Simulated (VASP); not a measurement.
Data:

```
NaBr
1.0
    0.00000     2.96834     2.96834
    2.96834     0.00000     2.96834
    2.96834     2.96834     0.00000
Na Br
1 1
Direct
  0.00000   0.00000   0.00000
  0.50000   0.50000   0.50000
```

These are r2SCAN meta-GGA, VASP's PBE PAW potentials (set 64) (plane waves; VASP) values and carry that method's errors. Run with 520 eV cut-off, 9×9×9 Γ-centred mesh, tetrahedra with Blöchl corrections, potentials Na_pv Br.

What does the run give for the energy per atom (σ→0), band gap (over mesh and band path) with the smallest direct gap where there is one?

| Item | Value |
|---|---|
| band gap (over mesh and band path) | 5.02 eV |
| smallest direct gap (over mesh and band path) | 5.02 eV |
| energy per atom (σ→0) | -10.223 eV/atom |

Total energies compare only between runs with the same potentials, cut-off and functional.

The compound is NaBr in the rock salt structure. It was relaxed first.
